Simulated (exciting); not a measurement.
# ZrB2 (P6/mmm) in exciting: band structure with LDA-PZ

Aim: the band structure of ZrB2 with LDA-PZ.

All numbers are computed with exciting (release sodium); they aren't measurements. Logs are shortened: lines on timing, memory, paths and dates and some standing lists are left out, and cuts for length are marked.

**1. The structure**

Symmetry: P6/mmm, No. 191, hexagonal system. The conventional cell has a = 3.170 Å, b = 3.170 Å, c = 3.533 Å, α = 90.00°, β = 90.00°, γ = 120.00°. Zr (site symmetry 6/mmm) is surrounded by 12 B at 2.54 Å. B (site symmetry -6m2) has 3 B at 1.83 Å as nearest neighbours.

**2. Band structure, LDA-PZ**

Input file run_exciting.py:

```python
import subprocess
import xml.etree.ElementTree as ET
from ase.io import read
from ase.units import Bohr

atoms = read("POSCAR")
rmt = {'Zr': 2.3, 'B': 1.45}  # bohr
tasks = """
<groundstate do="fromscratch" ngridk="10 10 8" rgkmax="6" gmaxvr="14" lmaxapw="10" lmaxmat="10" lmaxvr="8" xctype="LDA_PZ" stype="Gaussian" swidth="0.00499791" nempty="16" ValenceRelativity="iora*" epsengy="1e-05" epspot="1e-05" maxscl="60" outputlevel="normal" deband="0.001"/>
<properties>
  <bandstructure>
    <plot1d>
      <path steps="60">
        <point coord="0 0 0" label="G"/>
        <point coord="0.5 0 0" label="M"/>
        <point coord="0.3333333333 0.3333333333 0" label="K"/>
        <point coord="0 0 0" label="G"/>
        <point coord="0 0 0.5" label="A"/>
        <point coord="0.5 0 0.5" label="L"/>
        <point coord="0.3333333333 0.3333333333 0.5" label="H"/>
        <point coord="0 0 0.5" label="A" breakafter="true"/>
        <point coord="0.5 0 0.5" label="L"/>
        <point coord="0.5 0 0" label="M" breakafter="true"/>
        <point coord="0.3333333333 0.3333333333 0" label="K"/>
        <point coord="0.3333333333 0.3333333333 0.5" label="H"/>
      </path>
    </plot1d>
  </bandstructure>
</properties>
"""

root = ET.Element("input")
ET.SubElement(root, "title").text = "ZrB2"
structure = ET.SubElement(root, "structure", speciespath="./", tshift="false")
crystal = ET.SubElement(structure, "crystal", scale="1.0")
for vector in atoms.cell / Bohr:
    ET.SubElement(crystal, "basevect").text = " ".join(f"{x:.12f}" for x in vector)
symbols = atoms.get_chemical_symbols()
for element in dict.fromkeys(symbols):
    species = ET.SubElement(structure, "species", speciesfile=element + ".xml", rmt=str(rmt[element]))
    for symbol, position in zip(symbols, atoms.get_scaled_positions(wrap=False)):
        if symbol == element:
            ET.SubElement(species, "atom", coord=" ".join(f"{x:.12f}" for x in position))
root.extend(ET.fromstring("<tasks>" + tasks + "</tasks>"))
ET.indent(root)
ET.ElementTree(root).write("input.xml")
subprocess.run(["exciting_smp"], check=True)
```

Input file POSCAR:

```
ZrB2
1.0
    3.1700000000      0.0000000000      0.0000000000
   -1.5850000000      2.7453005300      0.0000000000
    0.0000000000      0.0000000000      3.5330000000
Zr B
1 2
Direct
    0.0000000000      0.0000000000      0.0000000000
    0.6666666667      0.3333333333      0.5000000000
    0.3333333333      0.6666666667      0.5000000000
```

Potentials or basis: all-electron LAPW+lo, shipped species files, valence relativity iora*.

Launch:

```sh
OMP_NUM_THREADS=1 python run_exciting.py
```

Standard output:

```text
================================================================================
EXCITING SODIUM started
[... 10 lines left out ...]

 Lattice vectors (cartesian) :
      5.9904318189      0.0000000000      0.0000000000
     -2.9952159095      5.1878661348      0.0000000000
      0.0000000000      0.0000000000      6.6764024026

 Reciprocal lattice vectors (cartesian) :
      1.0488701812      0.6055654814     -0.0000000000
      0.0000000000      1.2111309629      0.0000000000
      0.0000000000     -0.0000000000      0.9411034459

 Unit cell volume                           :     207.4862853425
 Brillouin zone volume                      :       1.1955017318

 Species :    1 (Zr)
     parameters loaded from                 :    Zr.xml
     name                                   :    zirconium
     nuclear charge                         :     -40.00000000
     electronic charge                      :      40.00000000
     atomic mass                            :  166291.17910000
     muffin-tin radius                      :       2.30000000
     # of radial points in muffin-tin       :     400

     atomic positions (lattice) :
       1 :   0.00000000  0.00000000  0.00000000

 Species :    2 (B)
     parameters loaded from                 :    B.xml
     name                                   :    boron
     nuclear charge                         :      -5.00000000
     electronic charge                      :       5.00000000
     atomic mass                            :   19707.24741000
     muffin-tin radius                      :       1.45000000
     # of radial points in muffin-tin       :     250

     atomic positions (lattice) :
       1 :   0.66666667  0.33333333  0.50000000
       2 :   0.33333333  0.66666667  0.50000000

 Total number of atoms per unit cell        :       3

 Spin treatment                             :    spin-unpolarised

 Number of Bravais lattice symmetries       :      24
 Number of crystal symmetries               :      24

 k-point grid                               :      10   10    8
 Total number of k-points                   :      70
 k-point set is reduced with crystal symmetries

 R^MT_min * |G+k|_max (rgkmax)              :       6.00000000
 Species with R^MT_min                      :       2 (B)
 Maximum |G+k| for APW functions            :       4.13793103
 Maximum |G| for potential and density      :      14.00000000

 G-vector grid sizes                        :      27    27    30
 Total number of G-vectors                  :    9647

 Maximum angular momentum used for
     APW functions                          :      10
     computing H and O matrix elements      :      10
     potential and density                  :       8
     inner part of muffin-tin               :       2

 Total nuclear charge                       :     -50.00000000
 Total electronic charge                    :      50.00000000
 Total core charge                          :      32.00000000
 Total valence charge                       :      18.00000000

 Number of empty states                     :      16
 Total number of valence states             :      26

 Maximum Hamiltonian size                   :     281
 Maximum number of plane-waves              :     260
 Total number of local-orbitals             :      21

 Exchange-correlation type                  :       2
     Perdew-Zunger, Phys. Rev. B 23, 5048 (1981)

 Smearing scheme                            :    Gaussian
 Smearing width                             :       0.00499791

 Using multisecant Broyden potential mixing
[... 16 lines left out ...]
+ SCF iteration number :    1                                                  +
++++++++++++++++++++++++++++++++++++++++++++++++++++++++++++++++++++++++++++++++
 Total energy                               :     -3636.49753011
 _______________________________________________________________
 Fermi energy                               :         0.44992276
 Kinetic energy                             :      3768.39014340
 Coulomb energy                             :     -7286.85421449
 Exchange energy                            :      -113.70117667
 Correlation energy                         :        -4.33228235

 DOS at Fermi energy (states/Ha/cell)       :        11.03080475

 Electron charges :
     core                                   :        32.00000000
     core leakage                           :         0.00166826
     valence                                :        18.00000000
     interstitial                           :         6.28404537
     charge in muffin-tin spheres :
                  atom     1    Zr          :        36.97123229
                  atom     2     B          :         3.37236117
                  atom     3     B          :         3.37236117
     total charge in muffin-tins            :        43.71595463
     total charge                           :        50.00000000

++++++++++++++++++++++++++++++++++++++++++++++++++++++++++++++++++++++++++++++++
+ SCF iteration number :    2                                                  +
++++++++++++++++++++++++++++++++++++++++++++++++++++++++++++++++++++++++++++++++
 Total energy                               :     -3642.65410221
 _______________________________________________________________
 Fermi energy                               :         0.44255831
 Kinetic energy                             :      3764.13305997
 Coulomb energy                             :     -7288.67302589
 Exchange energy                            :      -113.78056378
 Correlation energy                         :        -4.33357252

 DOS at Fermi energy (states/Ha/cell)       :         8.92796161

 Electron charges :
     core                                   :        32.00000000
     core leakage                           :         0.00168134
     valence                                :        18.00000000
     interstitial                           :         6.25109294
     charge in muffin-tin spheres :
                  atom     1    Zr          :        37.22720677
                  atom     2     B          :         3.26085015
                  atom     3     B          :         3.26085015
     total charge in muffin-tins            :        43.74890706
     total charge                           :        50.00000000

 RMS change in effective potential (target) :  0.531182E-01  ( 0.100000E-04)
 Absolute change in total energy   (target) :   6.15657      ( 0.100000E-04)
 Charge distance                   (target) :  0.146928E-01  ( 0.100000E-04)

++++++++++++++++++++++++++++++++++++++++++++++++++++++++++++++++++++++++++++++++
+ SCF iteration number :    3                                                  +
++++++++++++++++++++++++++++++++++++++++++++++++++++++++++++++++++++++++++++++++
 Total energy                               :     -3644.75089647
 _______________________________________________________________
 Fermi energy                               :         0.44053016
 Kinetic energy                             :      3762.60409710
 Coulomb energy                             :     -7289.21197599
 Exchange energy                            :      -113.80888932
 Correlation energy                         :        -4.33412826

 DOS at Fermi energy (states/Ha/cell)       :         9.79567083

 Electron charges :
     core                                   :        32.00000000
     core leakage                           :         0.00168121
     valence                                :        18.00000000
     interstitial                           :         6.23173450
     charge in muffin-tin spheres :
                  atom     1    Zr          :        37.33156943
                  atom     2     B          :         3.21834803
                  atom     3     B          :         3.21834803
     total charge in muffin-tins            :        43.76826550
     total charge                           :        50.00000000
[... 250 lines left out ...]
 Electron charges :
     core                                   :        32.00000000
     core leakage                           :         0.00166241
     valence                                :        18.00000000
     interstitial                           :         6.22604116
     charge in muffin-tin spheres :
                  atom     1    Zr          :        37.36619738
                  atom     2     B          :         3.20388073
                  atom     3     B          :         3.20388073
     total charge in muffin-tins            :        43.77395884
     total charge                           :        50.00000000

 RMS change in effective potential (target) :  0.641833E-09  ( 0.100000E-04)
 Absolute change in total energy   (target) :  0.541911E-06  ( 0.100000E-04)
 Charge distance                   (target) :  0.167135E-08  ( 0.100000E-04)

++++++++++++++++++++++++++++++++++++++++++++++++++++++++++++++++++++++++++++++++
+ SCF iteration number :   13                                                  +
++++++++++++++++++++++++++++++++++++++++++++++++++++++++++++++++++++++++++++++++
 Total energy                               :     -3644.67728646
 _______________________________________________________________
 Fermi energy                               :         0.44546021
 Kinetic energy                             :      3762.58151582
 Coulomb energy                             :     -7289.11576662
 Exchange energy                            :      -113.80887188
 Correlation energy                         :        -4.33416378

 DOS at Fermi energy (states/Ha/cell)       :         9.23660193

 Electron charges :
     core                                   :        32.00000000
     core leakage                           :         0.00166241
     valence                                :        18.00000000
     interstitial                           :         6.22604116
     charge in muffin-tin spheres :
                  atom     1    Zr          :        37.36619738
                  atom     2     B          :         3.20388073
                  atom     3     B          :         3.20388073
     total charge in muffin-tins            :        43.77395884
     total charge                           :        50.00000000

 RMS change in effective potential (target) :  0.230288E-08  ( 0.100000E-04)
 Absolute change in total energy   (target) :  0.354588E-06  ( 0.100000E-04)
 Charge distance                   (target) :  0.640816E-09  ( 0.100000E-04)

++++++++++++++++++++++++++++++++++++++++++++++++++++++++++++++++++++++++++++++++
| Convergency criteria checked for the last 2 iterations                       +
| Convergence targets achieved. Performing final SCF iteration                 +
++++++++++++++++++++++++++++++++++++++++++++++++++++++++++++++++++++++++++++++++
 Total energy                               :     -3644.67728666
 _______________________________________________________________
 Fermi energy                               :         0.44546021
 Kinetic energy                             :      3762.58151569
 Coulomb energy                             :     -7289.11576670
 Exchange energy                            :      -113.80887188
 Correlation energy                         :        -4.33416378

 DOS at Fermi energy (states/Ha/cell)       :         9.23660227

 Electron charges :
     core                                   :        32.00000000
     core leakage                           :         0.00166241
     valence                                :        18.00000000
     interstitial                           :         6.22604116
     charge in muffin-tin spheres :
                  atom     1    Zr          :        37.36619738
                  atom     2     B          :         3.20388073
                  atom     3     B          :         3.20388073
     total charge in muffin-tins            :        43.77395884
     total charge                           :        50.00000000

++++++++++++++++++++++++++++++++++++++++++++++++++++++++++++++++++++++++++++++++
[... 12 lines left out ...]
| EXCITING SODIUM stopped                                                      =
================================================================================
```

Wall time 2 min (1 thread of Arm Neoverse V2, shared host); peak memory 0.15 GiB.

What came out:

- Free energy: -99176.7245 eV
- Band gap on the k mesh: none (metal or under the smearing width)
- All electrons inside the program's atomic spheres: Zr 37.37; B 3.20 (radii Zr 2.3, B 1.45 bohr)
- Density of states at the Fermi level: 0.34 states/eV per cell

Levels at the corners of the path, in eV from the Fermi level:
```csv
point,band 6,band 7,band 8,band 9,band 10,band 11,band 12,band 13
Γ,-2.53,-2.53,-2.50,-2.21,3.46,3.46,4.24,4.24
M,-8.25,-3.79,-2.94,-2.59,2.34,2.38,5.00,5.09
K,-7.54,-6.80,-2.35,-2.35,1.65,1.65,3.22,8.58
Γ,-2.53,-2.53,-2.50,-2.21,3.46,3.46,4.24,4.24
A,-6.84,-0.86,-0.86,0.41,0.41,0.85,0.85,1.88
L,-6.79,-4.50,-4.03,-1.86,3.79,4.26,5.38,6.35
H,-8.54,-4.79,-2.55,-2.55,4.14,6.14,6.14,6.65
A,-6.84,-0.86,-0.86,0.41,0.41,0.85,0.85,1.88
L,-6.79,-4.50,-4.03,-1.86,3.79,4.26,5.38,6.35
M,-8.25,-3.79,-2.94,-2.59,2.34,2.38,5.00,5.09
K,-7.54,-6.80,-2.35,-2.35,1.65,1.65,3.22,8.58
H,-8.54,-4.79,-2.55,-2.55,4.14,6.14,6.14,6.65
```

Caveat: the log's total energy holds no entropy term; the free energy is that total less TS from the occupations.
